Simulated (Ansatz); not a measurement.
# Si (P6/mmm) in Ansatz: further runs

The runs below take Si through relaxation of cell and atoms, with LDA, PBEsol, RPBE, revPBE, BLYP.

All numbers are computed with Ansatz 0.2.0; they aren't measurements. Logs are shortened: lines on timing, memory, paths and dates and some standing lists are left out, and cuts for length are marked.

### 1 The structure

It takes space group P6/mmm (No. 191, hexagonal). Conventional cell: a = 4.121 Å, b = 4.121 Å, c = 2.655 Å, α = 90.00°, β = 90.00°, γ = 120.00°. Around Si (site symmetry -6m2) lie 5 Si at 2.38 to 2.65 Å.

The cell was built by a generator and needn't be a form met in nature.

### 2 Relaxation of cell and atoms, LDA

File input.yaml:

```yaml
crystal:
  lattice:
    - [4.12095, 0.0, 0.0]
    - [-2.06047, 3.56885, 0.0]
    - [0.0, 0.0, 2.65479]
  atoms:
    - { symbol: Si, position: [0.33333, 0.66667, 0.5] }
    - { symbol: Si, position: [0.66667, 0.33333, 0.5] }
hamiltonian:
  xc: lda
  pseudopotentials: { kind: paw }
kpoints:
  mp_grid: { grid: [8, 8, 10] }
scf:
  occupations: { method: fermi_dirac, width: 0.05 }
output:
  forces: true
  stress: true
  eigenvalues: true
relax:
  f_tol: 0.01
  max_steps: 40
  cell: { stress_tol: 0.05 }
```

Potentials or basis: Ansatz PAW.

Started as:

```bash
$ ansatz run input.yaml --threads 2 --pin off --max-ram 5632MiB --backend cpu --events-out ev --progress --plain --runs-dir out
```

The program printed:

```text
Warning: the atoms were moved onto the symmetric positions of the space group found under crystal.symmetry.tolerance 1.0e-5 (fractional; no operation is sought that the atoms, as they stand in a round, miss by more than twice it, and no atom is moved by as much as it), and the run uses the moved positions. Before a round's move an operation carried an atom to 4.12e-5 Å from where it should land, the largest such distance. Atom 0 (counting from 0) moved farthest, by 2.38e-5 Å; the longest move in fractions of the cell, of whichever atom, is 0.47 of the tolerance, in 1 round. To run the atoms as typed, lower crystal.symmetry.tolerance until the operations that they miss are no longer found, or set crystal.symmetry.detect: false (a key that needs symmetry detection or time reversal refuses this as the deck is read). The positions used, in the order of the run's atom list: position: [0.3333333333333333, 0.6666666666666666, 0.5]; position: [0.6666666666666666, 0.3333333333333333, 0.5]; The lattice was moved too: crystal.lattice keeps the space group found at crystal.symmetry.tolerance 1.0e-5 only nearly: the operation that it misses by the most changes a squared length by the fraction 2.80e-6. The run uses the lattice that is a stretch of the typed one, with no rotation, onto the one that keeps every operation to a double's rounding (on a very oblique basis the stretch itself rounds by more); the deck's lattice vector that moved farthest moved by 3.26e-6 Å. To run the lattice as typed, set crystal.symmetry.tolerance under 1.33e-7, the least fraction by which an operation that the lattice misses changes a squared length (the same key also sets how far an atom may lie from its image, so lowering it can lose operations that the atoms keep only within it), or set crystal.symmetry.detect: false, as for the atoms. crystal.lattice made exact, in Å and degrees: [[4.120951508198683, -2.8867513457604425e-6, 0.0], [-2.0604732540993416, 3.5688501372395285, 0.0], [0.0, 0.0, 2.65479]]. Pasted over the deck's crystal.lattice, beside positions in fractional coordinates, it runs the same cell (given as lengths and angles, that cell in the form's own orientation, a rigid turn of the misfit's size from the one run here, for which a checkpoint.post_process_only pass over this run's state can be refused: where this run relaxes nothing, give such a pass this deck's own crystal.lattice, as typed; behind a relaxation, as crystal.lattice, the state's own cell, identity.cell in its checkpoint.json), and a matrix so pasted ends this notice, except on a very skew basis of the lattice, where the rounding of the pasted numbers themselves can read as a misfit: the cell is then moved again, and that move is told again. The lattice as run is in this notice's lattice.as_run_ang field (Run.prep()["deck_notices"] in Python, the deck_notice line of an events file, deck_notices of ansatz run --dry-run=json, or deck_notices in record.json in the deck's checkpoint.write directory).
Warning: RAYON_NUM_THREADS=2 ignored (pool sized by the plan → 2); use --threads N
Engine: ansatz 0.2.0, aarch64-unknown-linux-gnu
Pseudopotentials: kind: paw
Pseudopotential: Si, paw, valence charge 4, recommended cutoff 420 eV (normal), Si.paw.azcp
Functional definition: SPW92
  exchange = slater_x
  correlation = pw_c
Crystal: 2 atoms, lattice volume = 39.044 Å³
Basis set: ecut = 420 eV, 765 PW (Γ)
Bands: 8, of which v1, the nominal top of the filled ones, is band 4 counted from 1 (3 counted from 0)
Symmetry: 24 space group operations
Space group: P6/mmm (ITA 191), of the structure as read, at distance tolerance 3.4e-5 Å
k-points: 60 of 640
Non-local potential: Si, projectors of the file, l = 0: 2, l = 1: 2, l = 2: 2
PAW form: soft (Blöchl's): semilocal exchange-correlation on the pseudo side does not see the compensation charge
PAW frozen core: Si, regenerated for the run's functional, and the local potential with it (the file was generated under x = pbe(κ = 0.804, μ = 0.2195149727645171), c = pbe(β = 0.06672455060314922))
PAW one-centre angular grid: Si, 110 points (default); XC on 64 Gauss nodes
Initial density: superposition of atomic densities (neutral atoms: chi_scale 0, normalization atom), corrected by the library's trained network
Initial wavefunctions: pseudopotential atomic-orbital guess
Functional: x = slater, c = lda
SCF iter   1: F=—  HF=-1216.579143 eV  |F-HF|=—  |Δ(HF+E_count)|=         —  Δρ=6.02e-3  dr2=1.42e-2  ethr=1.77e-3  ⟨swp⟩=6.0  Hψ=4156  notcnv=0
preconditioner: auto → none  [insulator: Δε(μ)=0.167 eV  Ē_g=9.299 eV  σ=0.050 eV  W_gap=0.61  n_scr=6 (ndim 8)  ℏωp=16.8 eV  f_vac=0.000  D(μ)=0.74/eV (n_scr^D=6)  ε∞_Penn≈4.3]
SCF iter   2: F=—  HF=-1216.574118 eV  |F-HF|=—  |Δ(HF+E_count)|=   5.02e-3  Δρ=2.37e-3  dr2=1.87e-3  ethr=1.78e-4  ⟨swp⟩=1.7  Hψ=1037  notcnv=0  defer=1
SCF iter   3: F=—  HF=-1216.573562 eV  |F-HF|=—  |Δ(HF+E_count)|=   5.56e-4  Δρ=2.79e-4  dr2=1.86e-5  ethr=2.34e-5  ⟨swp⟩=2.4  Hψ=713  notcnv=0  defer=1
[... 44 lines left out ...]
basis re-selected at this cell: Δ(F+E_penalty+E_count) = +2.841e-4 eV, ΔP = -0.013 GPa vs the last step (what re-selecting the basis moved, of the pressure what is left beyond the Pulay correction that the steps carried, after the strain that the cell walked since its last selection, with what the two solves' SCF thresholds leave and, on support functions, any second-order correction that the steps lacked; it is no measure of the basis error at this ecutwfc). This SCF's stress stands 4.53e-2 GPa from its target on what of the cell is left free (relax.cell.stress_tol is 5.00e-2 GPa) and its largest allowed force component is 1.57e-16 eV/Å (relax.f_tol is 1.00e-2 eV/Å): within both
SCF converged after 3 iterations
Free energy (F): -1216.588958 eV
Harris-Foulkes:  -1216.588958 eV  (|F-HF|=2.05e-12)
Internal energy: -1216.582848 eV  (E = F + TS)
E sigma→0 (E₀):  -1216.585903 eV
Entropy (-TS):   -0.006110 eV (-3.055 meV/atom)
Fermi energy:    6.747918 eV
--- Per-component energies (eV) ---
  E_band       = 12.859808
  E_kinetic    = 81.205204
  E_local      = -49.560777  (includes V_loc(G=0)·N_el)
  E_nonlocal   = 54.117494
  E_hartree    = 13.585352
  E_xc         = -110.068267
  E_vxc        = -94.780582  (∫ρ·V_xc dr)
  E_paw        = -971.799139  (= ΣΔE_a)
  E_vpaw       = -5.292261  (= ΣTr[D̂ρ^β])
  E_aug_tail   = 0.000012  (compensation charges beyond the density's cutoff)
  E_ewald      = -234.231387
  E_core_change = 0.168661  (= ΣΔE_core)
  E_smearing   = -0.006110  (= −TS)
  E_closure    = 0.000000  (closes the sum)
  Σ components = -1216.588958   (vs F -1216.588958, Δ=0.00e0)
--- Forces (eV/Å), atoms counted from 1 ---
  atom   1  Si    -0.00000000    -0.00000000     0.00000000
  atom   2  Si     0.00000000     0.00000000     0.00000000
  max |Σ_I F_I| component: 1.85e-17 eV/Å
--- Stress (GPa, compression-positive) ---
        0.003431      -0.000000       0.000000
        0.000000       0.003431       0.000000
        0.000000       0.000000      -0.045322
  P = ⅓ Tr σ = -0.0128 GPa (-0.128 kbar)
--- Band table (eV; the first three rows and the last of 60) ---
  k-point 0: bands = ["-5.7616", "3.8600", "3.8600", "4.0772", "7.9800", "7.9800", "12.2176", "13.4082"]
  k-point 1: bands = ["-5.5569", "4.0326", "4.0326", "4.2781", "8.1658", "8.1658", "10.4087", "13.0083"]
  k-point 2: bands = ["-4.9475", "4.5381", "4.5381", "4.8741", "7.3442", "8.7128", "8.7128", "13.6004"]
  k-point 59: bands = ["0.7477", "1.5202", "2.8839", "3.6329", "4.4935", "8.9022", "12.4848", "14.8238"]
--- Relaxed structure (4 steps of the walk, 4 accepted, 1 SCFs on fresh bases) ---
  F+E_penalty+E_count = -1216.58895768 eV   max|allowed force component| = 1.573e-16 eV/Å   (the final SCF, on the basis selected at the relaxed cell)
  cell:  # Å, volume = 37.5700 Å³
    - [4.072922666512652, -2.853106852951434e-6, 0.0]
    - [-2.0364588623933115, 3.5272559234028384, 0.0]
    - [0.0, 0.0, 2.6151631448110426]
  atoms:
    - { symbol: Si, position: [0.3333333333333332, 0.6666666666666666, 0.4999999999999999] }
    - { symbol: Si, position: [0.6666666666666665, 0.33333333333333326, 0.4999999999999999] }
```

Wall time 3.6 s (2 threads of Arm Neoverse V1, shared host); peak memory 0.29 GiB.

What came out:

| Quantity | Value |
| --- | --- |
| Free energy | -1216.5890 eV |
| Relaxed volume | 18.79 Å³/atom |
| Relaxed cell | a = 4.073 Å, b = 4.073 Å, c = 2.615 Å, α = 90.00°, β = 90.00°, γ = 120.00° |
| Space group after relaxing (to 0.05 Å) | P6/mmm (No. 191) |
| Energy gained by relaxing | 7.7 meV/atom |
| Ionic steps | 5 |
| Pressure after relaxing | 0.0 GPa |
| Band gap on the k mesh | none (metal or under the smearing width) |

The path:
| step | energy change (eV) | largest force (eV/Å) | volume (Å³) |
| --- | --- | --- | --- |
| 1 | 0.0000 | 0.0000 | 39.04 |
| 2 | -0.0145 | 0.0000 | 37.79 |
| 3 | -0.0156 | 0.0000 | 37.58 |
| 4 | -0.0157 | 0.0000 | 37.57 |
| 5 | -0.0154 | 0.0000 | 37.57 |

Final structure:
```
Si
1.0
     4.07292    0.00000    0.00000
    -2.03646    3.52726    0.00000
     0.00000    0.00000    2.61516
Si
2
Cartesian
  0.0000 2.3515 1.3076
  2.0365 1.1758 1.3076
```

Levels at points of the mesh, in eV from the Fermi level:
```
             k point  band 2  band 3  band 4  band 5  band 6  band 7
  (0.00, 0.00, 0.00)   -2.89   -2.89   -2.67    1.23    1.23    5.47
 (0.00, 0.00, -0.50)   -6.04   -0.06   -0.06    1.26    3.55    4.42
 (0.00, -0.50, 0.00)   -8.92   -4.11   -1.38    6.31    7.11    7.30
(0.00, -0.50, -0.50)   -4.94   -4.35   -2.67   -1.12    3.02    3.89
```

Caveat: the plane-wave basis is chosen anew once the cell has moved, so the energies of steps on either side of that aren't comparable; the PAW data sets come from PBE, with cores solved anew for the run's functional, which leaves a small shift of forces and pressure.

(Part 1 of 2 ends here.)
